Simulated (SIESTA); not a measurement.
Crystal: PtSe2 (Sudovikovite).

```
CELL_PARAMETERS angstrom
3.72400 0.00000 0.00000
-1.86200 3.22508 0.00000
0.00000 0.00000 5.06200
ATOMIC_POSITIONS crystal
Pt 0.00000 0.00000 0.00000
Se 0.66667 0.33333 0.75000
Se 0.33333 0.66667 0.25000
```

Base run:

| Item | Value |
| --- | --- |
| Program | SIESTA 5.4.2 |
| Functional | PBE |
| Potentials or basis | PseudoDojo 0.4 standard (PBE files) |
| Basis | DZ (energy shift 0.003 Ry; two zetas on semicore shells) |
| Grid cutoff | 800 Ry |
| Energy shift | 0.003 Ry |
| k mesh | 8 × 8 × 5 |
| Occupations | fermi-dirac, width 0.05 eV |
| Spin | no spin polarisation |

Its results: band gap on the k mesh none (metal or under the smearing width); pressure 9.5 GPa; largest force 1.999 eV/Å.

Question: The run is repeated on the same cell with these changes: functional from PBE to RPBE; basis from DZ (energy shift 0.003 Ry; two zetas on semicore shells) to DZP (energy shift 0.003 Ry; two zetas on semicore shells). What comes out?

Answer: Band gap on the k mesh none (metal or under the smearing width); pressure 14.6 GPa; largest force 1.300 eV/Å.

Several settings changed at once, so the effect can't be laid on one alone.

Caveats: short orbitals over semicore shells can move pressures by several GPa; spin-orbit coupling is left out, which moves the levels of the heavy elements; the basis of atomic orbitals isn't converged, which shifts pressures, moduli and gaps; the basis has no polarisation orbitals (some runs); forces of over 1 eV/Å show positions far from the minimum, so gaps and moduli don't describe the material at rest (some runs); the potentials were made for another functional, which shifts forces and pressure (some runs).
